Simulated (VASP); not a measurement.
# Adsorption of CH4 on the (1 1 1) face of Ti, part 4 of 5

Does CH4 stick to the (1 1 1) face of Ti, and does it stay whole? The molecule starts over a bridge site, flat. The start is a cell from a database of measured crystal structures.

VASP 6.6.1, plane waves and PAW; the level of theory is named at each step.

So far. Step 4 (The free molecule): The run ended after 3 ionic steps, 0.008 eV below its first step, once the forces on the free atoms met EDIFFG = -0.03. Step 4 (The free molecule): Energy at zero smearing: -24.20994 eV.

It derives from a form of Ti that is not the ambient one, so the starting crystal is not the ambient structure.

### Step 5. The molecule on the surface

This step: RPBE with D3(BJ); plane waves and PAW (Ti, C, H) (VASP 6.6.1).

System of this step: Ti12H4C. The cell holds 17 atoms: 12 Ti, 1 C and 4 H. Its edges and angles: a = 5.742 Å, b = 5.742 Å, c = 24.493 Å, α = 90.0°, β = 90.0°, γ = 120.0°. It derives from Ti. CH4 (flat) over a bridge site of the (1 1 1) slab of Ti, cut from the database cell. Vacuum lies along c.

The molecule is set on the slab as cut, not on the relaxed one, and relaxes with the free layers. ISYM = 0 lifts the symmetry, but a start on a mirror plane can still stay on it.

Input file INCAR:

```
SYSTEM = Ti12H4C
PREC = Normal
ENCUT = 400
EDIFF = 1E-05
NELM = 120
ISMEAR = 0
SIGMA = 0.05
LREAL = Auto
ALGO = Fast
GGA = RP
IVDW = 12
NBANDS = 45
LORBIT = 11
LWAVE = .FALSE.
LCHARG = .FALSE.
KPAR = 4
IBRION = 2
NSW = 60
ISIF = 2
EDIFFG = -0.03
POTIM = 0.4
MAXMIX = 40
IDIPOL = 3
LDIPOL = .TRUE.
DIPOL = 0.5 0.5 0.487
ISYM = 0
```

Input file POSCAR:

```
Ti12H4C
1.0
    5.7417070632      0.0000000000      0.0000000000
   -2.8708535316      4.9724641778      0.0000000000
    0.0000000000      0.0000000000     24.4927841858
Ti C H
12 1 4
Selective dynamics
Direct
    0.3333333300      0.1666666700      0.3278516600  F F F
    0.3333333300      0.6666666700      0.3278516600  F F F
    0.8333333300      0.1666666700      0.3278516600  F F F
    0.8333333300      0.6666666700      0.3278516600  F F F
    0.6666666700      0.3333333300      0.4235550400  T T T
    0.6666666700      0.8333333300      0.4235550400  T T T
    0.1666666700      0.3333333300      0.4235550400  T T T
    0.1666666700      0.8333333300      0.4235550400  T T T
    0.0000000000      0.5000000000      0.5192584100  T T T
    0.0000000000      0.0000000000      0.5192584100  T T T
    0.5000000000      0.5000000000      0.5192584100  T T T
    0.5000000000      0.0000000000      0.5192584100  T T T
    0.2046440400      0.3882082300      0.6375871400  T T T
   -0.0141472200      0.2424616400      0.6400613400  T T T
    0.2648388400      0.5317832600      0.6721483400  T T T
    0.3178845200      0.2785880200      0.6396693800  T T T
    0.2500000000      0.5000000000      0.5984654100  T T T
```

Input file KPOINTS:

```
Automatic mesh
0
Gamma
6 6 1
0 0 0
```

Potentials, in the order of the species: Ti, C and H (PBE family, release 64).

Launch:

```
$ mpirun -np 4 vasp_std
```

Output:

```text
[banner, memory and clock lines left out]
running    4 mpi-ranks, on    1 nodes
 distrk:  each k-point on    1 cores,    4 groups
 distr:  one band on    1 cores,    1 groups

 POSCAR found type information on POSCAR TiC H
 POSCAR found :  3 types and      17 ions
 [... a notice as in an earlier step ...]

 LDA part: xc-table for (Slater+PW92), standard interpolation
 POSCAR, INCAR and KPOINTS ok, starting setup
 FFT: planning ... GRIDC
 FFT: planning ... GRID_SOFT
 FFT: planning ... GRID
 WAVECAR not read
 entering main loop
       N       E                     dE             d eps       ncg     rms          rms(c)
DAV:   1     0.273848722774E+03    0.27385E+03   -0.14870E+04  1800   0.756E+02
DAV:   2    -0.673613997584E+02   -0.34121E+03   -0.32183E+03  1876   0.193E+02
DAV:   3    -0.120739755365E+03   -0.53378E+02   -0.51063E+02  2840   0.713E+01
DAV:   4    -0.123904755579E+03   -0.31650E+01   -0.30918E+01  2616   0.189E+01
DAV:   5    -0.124060543843E+03   -0.15579E+00   -0.15504E+00  2907   0.398E+00    0.378E+01
RMM:   6    -0.135229268083E+03   -0.11169E+02   -0.10076E+02  1853   0.412E+01    0.255E+01
RMM:   7    -0.121918932540E+03    0.13310E+02   -0.10811E+02  1891   0.517E+01    0.216E+01
RMM:   8    -0.154673983845E+03   -0.32755E+02   -0.52894E+01  1893   0.315E+01    0.274E+01
RMM:   9    -0.105470660992E+03    0.49203E+02   -0.15942E+01  1817   0.183E+01    0.927E+00
RMM:  10    -0.105653232134E+03   -0.18257E+00   -0.10352E+01  2062   0.733E+00    0.706E+00
RMM:  11    -0.105194891792E+03    0.45834E+00   -0.13004E+00  1849   0.455E+00    0.516E+00
RMM:  12    -0.105003014116E+03    0.19188E+00   -0.69782E-01  1906   0.316E+00    0.411E+00
RMM:  13    -0.104737471997E+03    0.26554E+00   -0.48522E-01  1924   0.280E+00    0.208E+00
RMM:  14    -0.104689586254E+03    0.47886E-01   -0.22191E-01  1898   0.186E+00    0.124E+00
RMM:  15    -0.104677548816E+03    0.12037E-01   -0.12073E-01  1969   0.124E+00    0.793E-01
RMM:  16    -0.104669937407E+03    0.76114E-02   -0.53114E-02  1944   0.816E-01    0.381E-01
RMM:  17    -0.104668238580E+03    0.16988E-02   -0.26612E-02  2106   0.507E-01    0.321E-01
RMM:  18    -0.104666059387E+03    0.21792E-02   -0.96967E-03  1949   0.338E-01    0.203E-01
RMM:  19    -0.104664506965E+03    0.15524E-02   -0.52567E-03  1867   0.285E-01    0.156E-01
RMM:  20    -0.104663802780E+03    0.70418E-03   -0.26456E-03  1926   0.186E-01    0.160E-01
RMM:  21    -0.104663228793E+03    0.57399E-03   -0.16656E-03  1862   0.160E-01    0.809E-02
RMM:  22    -0.104663243851E+03   -0.15059E-04   -0.10002E-03  1944   0.108E-01    0.730E-02
RMM:  23    -0.104663232317E+03    0.11535E-04   -0.46555E-04  1806   0.894E-02    0.351E-02
RMM:  24    -0.104663413782E+03   -0.18147E-03   -0.27886E-04  1881   0.664E-02    0.245E-02
RMM:  25    -0.104663662209E+03   -0.24843E-03   -0.16000E-04  1898   0.444E-02    0.241E-02
RMM:  26    -0.104663778487E+03   -0.11628E-03   -0.73264E-05  1750   0.298E-02    0.215E-02
RMM:  27    -0.104664000170E+03   -0.22168E-03   -0.68504E-05  1658   0.293E-02    0.105E-02
RMM:  28    -0.104664116535E+03   -0.11637E-03   -0.36553E-05  1424   0.169E-02    0.663E-03
RMM:  29    -0.104664157897E+03   -0.41362E-04   -0.13078E-05  1257   0.119E-02    0.618E-03
RMM:  30    -0.104664172853E+03   -0.14956E-04   -0.59870E-06  1220   0.969E-03    0.650E-03
RMM:  31    -0.104664193089E+03   -0.20236E-04   -0.61281E-06  1227   0.780E-03    0.715E-03
RMM:  32    -0.104664202572E+03   -0.94833E-05   -0.28275E-06  1195   0.568E-03
   1 F= -.14041811E+03 E0= -.14040358E+03  d E =-.140418E+03
 curvature:   0.00 expect dE= 0.000E+00 dE for cont linesearch  0.000E+00
 trial: gam= 0.00000 g(F)=  0.493E+00 g(S)=  0.000E+00 ort = 0.000E+00 (trialstep = 0.100E+01)
 search vector abs. value=  0.493E+00
 bond charge predicted
       N       E                     dE             d eps       ncg     rms          rms(c)
DAV:   1    -0.104761390633E+03   -0.97198E-01   -0.17011E+01  1800   0.144E+01    0.145E+00
RMM:   2    -0.104736234247E+03    0.25156E-01   -0.19924E-01  1813   0.215E+00    0.106E+00
RMM:   3    -0.104725866820E+03    0.10367E-01   -0.48628E-02  1835   0.930E-01    0.481E-01
RMM:   4    -0.104722923060E+03    0.29438E-02   -0.35130E-02  1994   0.681E-01    0.235E-01
RMM:   5    -0.104722754074E+03    0.16899E-03   -0.55187E-03  1895   0.299E-01    0.162E-01
RMM:   6    -0.104723584026E+03   -0.82995E-03   -0.29548E-03  1993   0.163E-01    0.106E-01
RMM:   7    -0.104724004400E+03   -0.42037E-03   -0.61566E-04  2021   0.831E-02    0.712E-02
RMM:   8    -0.104724434222E+03   -0.42982E-03   -0.34791E-04  1827   0.571E-02    0.413E-02
RMM:   9    -0.104724764108E+03   -0.32989E-03   -0.18399E-04  1801   0.327E-02    0.304E-02
RMM:  10    -0.104725027028E+03   -0.26292E-03   -0.10156E-04  1555   0.211E-02    0.313E-02
RMM:  11    -0.104725248032E+03   -0.22100E-03   -0.85042E-05  1577   0.216E-02    0.107E-02
RMM:  12    -0.104725293740E+03   -0.45707E-04   -0.23905E-05  1334   0.125E-02    0.710E-03
RMM:  13    -0.104725335656E+03   -0.41916E-04   -0.12685E-05  1238   0.106E-02    0.954E-03
RMM:  14    -0.104725342903E+03   -0.72472E-05   -0.51733E-06  1215   0.776E-03
   2 F= -.14082163E+03 E0= -.14080669E+03  d E =-.403520E+00
[... from here on, the cycles between the ionic steps are left out ...]
   3 F= -.14106493E+03 E0= -.14104667E+03  d E =-.646821E+00
   4 F= -.14111366E+03 E0= -.14109650E+03  d E =-.695555E+00
   5 F= -.14126725E+03 E0= -.14124948E+03  d E =-.153587E+00
   6 F= -.14162646E+03 E0= -.14160752E+03  d E =-.512796E+00
   7 F= -.14182095E+03 E0= -.14180116E+03  d E =-.707285E+00
   8 F= -.14184356E+03 E0= -.14182412E+03  d E =-.729894E+00
   9 F= -.14202480E+03 E0= -.14200504E+03  d E =-.181244E+00
  10 F= -.14214989E+03 E0= -.14212966E+03  d E =-.306334E+00
  11 F= -.14233270E+03 E0= -.14231240E+03  d E =-.182814E+00
  12 F= -.14264684E+03 E0= -.14262649E+03  d E =-.496945E+00
  13 F= -.14267246E+03 E0= -.14265168E+03  d E =-.522571E+00
  14 F= -.14272737E+03 E0= -.14270657E+03  d E =-.549055E-01
  15 F= -.14273106E+03 E0= -.14271028E+03  d E =-.585980E-01
  16 F= -.14278228E+03 E0= -.14276187E+03  d E =-.512254E-01
  17 F= -.14283918E+03 E0= -.14281986E+03  d E =-.108122E+00
  18 F= -.14284249E+03 E0= -.14282358E+03  d E =-.111429E+00
  19 F= -.14286846E+03 E0= -.14285018E+03  d E =-.259741E-01
  20 F= -.14287957E+03 E0= -.14286200E+03  d E =-.370839E-01
  21 F= -.14289516E+03 E0= -.14287811E+03  d E =-.155851E-01
  22 F= -.14289531E+03 E0= -.14287831E+03  d E =-.157392E-01
  23 F= -.14290743E+03 E0= -.14289081E+03  d E =-.121159E-01
  24 F= -.14290889E+03 E0= -.14289243E+03  d E =-.135781E-01
  25 F= -.14290893E+03 E0= -.14289249E+03  d E =-.136176E-01
  26 F= -.14291119E+03 E0= -.14289490E+03  d E =-.225535E-02
  27 F= -.14291212E+03 E0= -.14289598E+03  d E =-.318557E-02
  28 F= -.14291141E+03 E0= -.14289559E+03  d E =-.247977E-02
  29 F= -.14291227E+03 E0= -.14289622E+03  d E =-.333993E-02
  30 F= -.14291355E+03 E0= -.14289766E+03  d E =-.127746E-02
  31 F= -.14291379E+03 E0= -.14289801E+03  d E =-.152355E-02
  32 F= -.14291438E+03 E0= -.14289870E+03  d E =-.588576E-03
  33 F= -.14291554E+03 E0= -.14290013E+03  d E =-.174418E-02
  34 F= -.14291537E+03 E0= -.14290051E+03  d E =-.157584E-02
  35 F= -.14291587E+03 E0= -.14290067E+03  d E =-.207210E-02
  36 F= -.14291654E+03 E0= -.14290147E+03  d E =-.673336E-03
  37 F= -.14291703E+03 E0= -.14290217E+03  d E =-.116802E-02
  38 F= -.14291749E+03 E0= -.14290272E+03  d E =-.454980E-03
  39 F= -.14291764E+03 E0= -.14290294E+03  d E =-.604823E-03
  40 F= -.14291781E+03 E0= -.14290310E+03  d E =-.168685E-03
  41 F= -.14291792E+03 E0= -.14290321E+03  d E =-.281714E-03
  42 F= -.14291799E+03 E0= -.14290329E+03  d E =-.744266E-04
  43 F= -.14291803E+03 E0= -.14290332E+03  d E =-.110630E-03
 curvature:  -0.77 expect dE=-0.147E-03 dE for cont linesearch -0.694E-08
 trial: gam= 0.30438 g(F)=  0.191E-03 g(S)=  0.000E+00 ort = 0.277E-05 (trialstep = 0.405E+00)
 search vector abs. value=  0.272E-03
 bond charge predicted
       N       E                     dE             d eps       ncg     rms          rms(c)
DAV:   1    -0.103552134100E+03   -0.13310E-02   -0.11494E-03  1956   0.113E-01    0.183E-02
RMM:   2    -0.103552147343E+03   -0.13242E-04   -0.16678E-05  1138   0.166E-02    0.141E-02
RMM:   3    -0.103552145095E+03    0.22478E-05   -0.40267E-06   970   0.814E-03
  44 F= -.14291812E+03 E0= -.14290341E+03  d E =-.927403E-04
 ZBRENT: can't locate minimum, use default step
 trial-energy change:   -0.000093  1 .order   -0.000073   -0.000078   -0.000069
 step:   1.6204(harm=  3.5749)  dis= 0.00249  next Energy=  -142.918374 (dE=-0.344E-03)
 reached required accuracy - stopping structural energy minimisation
```

The job ended after 11 min (4 MPI ranks of AMD EPYC 9R45, shared host; peak memory 2 GiB; 43 min of CPU time).

From OUTCAR (step 5):

```text
   k-points           NKPTS =     20   k-points in BZ     NKDIM =     20   number of bands    NBANDS=     45

   NELECT =      56.0000    total number of electrons

 Edisp (eV)  -39.36723

 dipolmoment           0.000000      0.000000     -0.084831 electrons x Angstroem

 E-fermi :  -1.7362

 k-point     1 :       0.0000    0.0000    0.0000
  band No.  band energies     occupation
    ...
     20      -2.6016      2.00000
     21      -2.5960      2.00000
     22      -2.5819      2.00000
     23      -1.8429      1.99746
     24      -1.7460      1.21881
     25      -1.2759      0.00000
     26      -1.2753      0.00000
     27      -1.2381      0.00000
     28      -1.2340      0.00000
     29      -1.2248      0.00000
    ...

 Edisp (eV)  -39.36598

  Total     -30.66369   -30.76703    -0.91484     0.01427     0.06941     0.01520
  in kB     -70.25612   -70.49290    -2.09608     0.03270     0.15904     0.03483
  external pressure =      -47.62 kB  Pullay stress =        0.00 kB

 POSITION                                       TOTAL-FORCE (eV/Angst)
 -----------------------------------------------------------------------------------
      1.43543      0.82874      8.03000        -0.078056      0.076356      0.060113
     -0.00000      3.31498      8.03000         0.003566     -0.118785     -0.015928
      4.30628      0.82874      8.03000         0.078449      0.072476      0.073923
      2.87085      3.31498      8.03000        -0.003236     -0.029947     -0.098706
      2.87053      1.66236     10.04790        -0.004668      0.011758      0.005286
      1.43940      4.13826     10.03902        -0.001923     -0.014973      0.004201
      0.00054      1.66133     10.07248         0.002274      0.009864     -0.008734
     -1.43956      4.13861     10.03738         0.002352     -0.010029      0.002333
      4.29144      2.49548     12.08131         0.004882      0.001290      0.005284
      2.87023      4.94570     12.06452         0.000671     -0.004224      0.010552
      1.44807      2.49522     12.08550        -0.005212     -0.000228      0.002580
     -0.00203      4.95770     12.03921        -0.000419     -0.005786      0.023843
      0.06180      1.93372     15.59202        -0.000211      0.005605     -0.026555
      4.97233      1.21620     15.62326         0.010176      0.012232     -0.018838
     -0.00451      2.62862     16.44157         0.001237     -0.011071     -0.013840
      1.01837      1.39422     15.61750        -0.011511      0.009297     -0.017396
      0.00148      2.51192     14.65160         0.001630     -0.003834      0.011883
 -----------------------------------------------------------------------------------
    total drift:                               -0.004509     -0.022981     -0.049027

  FREE ENERGIE OF THE ION-ELECTRON SYSTEM (eV)
  ---------------------------------------------------
  free  energy   TOTEN  =      -142.9181231746 eV

  energy  without entropy=     -142.8886927270  energy(sigma->0) =     -142.90340795

 vacuum level on the upper side and lower side of the slab         1.897         2.448

[... 4 parts as in an earlier step ...]

[... 10 further parts left out ...]
```

CONTCAR:

```
Ti12H4C
   1.00000000000000
     5.7417070631999998    0.0000000000000000    0.0000000000000000
    -2.8708535315999999    4.9724641778000001    0.0000000000000000
     0.0000000000000000    0.0000000000000000   24.4927841858000015
  Ti              C               H
    12     1     4
Selective dynamics
Direct
     0.3333333300000021    0.1666666699999979    0.3278516600000003   F   F   F
     0.3333333300000021    0.6666666699999979    0.3278516600000003   F   F   F
     0.8333333300000021    0.1666666699999979    0.3278516600000003   F   F   F
     0.8333333300000021    0.6666666699999979    0.3278516600000003   F   F   F
     0.6670995226739018    0.3343124470604981    0.4102393319563244   T   T   T
     0.6668091996780592    0.8322348742125353    0.4098764547008214   T   T   T
     0.1671468899649393    0.3341054751210904    0.4112428173630699   T   T   T
     0.1654332120952614    0.8323057933069582    0.4098097035383274   T   T   T
     0.9983458455748873    0.5018605363168713    0.4932601437813123   T   T   T
     0.9972012998202792    0.9946183950844879    0.4925744329333508   T   T   T
     0.5031065601678826    0.5018083489144037    0.4934311695282481   T   T   T
     0.4981614698632589    0.9970302806667234    0.4915410536425429   T   T   T
     0.2052072368484972    0.3888861155248478    0.6365966568981928   T   T   T
     0.9882946649795002    0.2445863064141301    0.6378719424059980   T   T   T
     0.2635317868016221    0.5286355894079530    0.6712821163811867   T   T   T
     0.3175572585944393    0.2803888576717997    0.6376368382310333   T   T   T
     0.2528409748070343    0.5051659100692251    0.5982004948364787   T   T   T
```

Step by step (22 of 44):

| step | energy less that of the first step (eV) | largest force (eV/Å) |
| --- | --- | --- |
| 1 | 0.0000 | 1.8634 |
| 3 | -0.6468 | 5.4011 |
| 5 | -0.8491 | 4.0861 |
| 7 | -1.4028 | 2.4388 |
| 9 | -1.6067 | 1.8737 |
| 11 | -1.9146 | 2.0635 |
| 13 | -2.2544 | 1.0750 |
| 15 | -2.3130 | 1.0767 |
| 17 | -2.4211 | 0.4611 |
| 19 | -2.4504 | 0.3617 |
| 21 | -2.4771 | 0.4695 |
| 24 | -2.4908 | 0.1393 |
| 26 | -2.4931 | 0.0987 |
| 28 | -2.4933 | 0.4204 |
| 30 | -2.4954 | 0.0762 |
| 32 | -2.4963 | 0.0760 |
| 34 | -2.4973 | 0.2104 |
| 36 | -2.4984 | 0.0789 |
| 38 | -2.4994 | 0.0957 |
| 40 | -2.4997 | 0.0334 |
| 42 | -2.4999 | 0.0350 |
| 44 | -2.5000 | 0.0271 |

The atoms that moved most (Å):

| atom | dx | dy | dz | length |
| --- | --- | --- | --- | --- |
| Ti12 | -0.002 | -0.015 | -0.679 | 0.679 |
| Ti10 | -0.001 | -0.027 | -0.654 | 0.654 |
| Ti9 | -0.015 | 0.009 | -0.637 | 0.637 |
| Ti11 | 0.013 | 0.009 | -0.633 | 0.633 |
| Ti8 | -0.004 | -0.005 | -0.337 | 0.337 |
| Ti6 | 0.004 | -0.005 | -0.335 | 0.335 |
| Ti5 | 0.000 | 0.005 | -0.326 | 0.326 |
| Ti7 | 0.001 | 0.004 | -0.302 | 0.302 |

The relaxed structure:

```xyz
17
Lattice="5.7417 0.0000 0.0000 -2.8709 4.9725 0.0000 0.0000 0.0000 24.4928" Properties=species:S:1:pos:R:3
Ti    1.4354    0.8287    8.0300
Ti    0.0000    3.3150    8.0300
Ti    4.3063    0.8287    8.0300
Ti    2.8709    3.3150    8.0300
Ti    2.8705    1.6624   10.0479
Ti    1.4394    4.1383   10.0390
Ti    0.0005    1.6613   10.0725
Ti   -1.4396    4.1386   10.0374
Ti   -1.4503    2.4955   12.0813
Ti   -0.0006   -0.0268   12.0645
Ti    1.4481    2.4952   12.0855
Ti    2.8688   -0.0148   12.0392
C     0.0618    1.9337   15.5920
H    -0.7694    1.2162   15.6233
H    -0.0045    2.6286   16.4416
H     1.0184    1.3942   15.6175
H     0.0015    2.5119   14.6516
```

Numbers from this step:

| Quantity | Value |
| --- | --- |
| electronic cycles | 358 |
| electrons | 56 |
| free energy (TOTEN) | -142.9181 eV |
| energy at zero smearing | -142.9034 eV |
| Fermi energy | -1.736 eV |
| dipole moment | 0, 0, -0.08483 e·Å |

The run ended after 44 ionic steps, 2.500 eV below its first step, once the forces on the free atoms met EDIFFG = -0.03.

VASP counts the dipole in electrons times Å, so a positive number points the physical dipole along −c.

(Part 4 of 5 ends here.)

[Lines on the potential files, build, host, timing and source positions are cut from VASP's logs without a mark.]

[Logs are printed without paths, hosts, clocks, repeated set-up lines and the standing remarks that a program may print on its own settings, such as how far it seeks lower states.]

[Hosts, paths, dates, database ids (printed as entryN), source tags and the programs' standing remarks are cut or masked in the printed files.]

[Runs that stopped without an error message from VASP are left out.]

[In band tables of VASP the shares of atoms and orbitals are scaled to a sum of 1 inside the atoms' spheres.]
